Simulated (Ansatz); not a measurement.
CaSe, CsCl type was relaxed with 5 functionals in the PAW code Ansatz, cell and atoms free, the symmetry of the start kept (meshes: PBE 6×6×6, r2SCAN 6×6×6, PBEsol 6×6×6, LDA 6×6×6, HSE06 4×4×4). No spin polarisation. The prototype was imposed, so other structures may be more stable.

The r2SCAN result:
```yaml
crystal:
  lattice:
    - [3.63478, 0.00000, 0.00000]
    - [0.00000, 3.63478, 0.00000]
    - [0.00000, 0.00000, 3.63478]
  atoms:
    - { symbol: Ca, position: [0.00000, 0.00000, 0.00000] }
    - { symbol: Se, position: [0.50000, 0.50000, 0.50000] }
```

Space group Pm-3m (No. 221), cubic; a = 3.635 Å in the conventional setting, 24.01 Å³ an atom. Ca has 8 Se at 3.15 Å; Se has 8 Ca at 3.15 Å.

Task: How does the cell change with PBEsol?

Result: a = 3.596 Å; the volume differs by -3.2 % from r2SCAN's. Ca has 8 Se at 3.11 Å; Se has 8 Ca at 3.11 Å.

Task: What lattice does LDA give?

Result: a = 3.547 Å; the volume differs by -7.0 % from r2SCAN's. Ca is surrounded by 8 Se at 3.07 Å; Se is surrounded by 8 Ca at 3.07 Å.

Task: Held at the r2SCAN cell, what mean stress do LDA and PBE find, and does its sign point to their own minimum?

Result: Yes. LDA -3.87 GPa, and its relaxed volume is -7.0 % from r2SCAN's; PBE +0.65 GPa, and its relaxed volume is +1.4 % from r2SCAN's. Compression counts positive, so a positive stress asks for a larger cell.
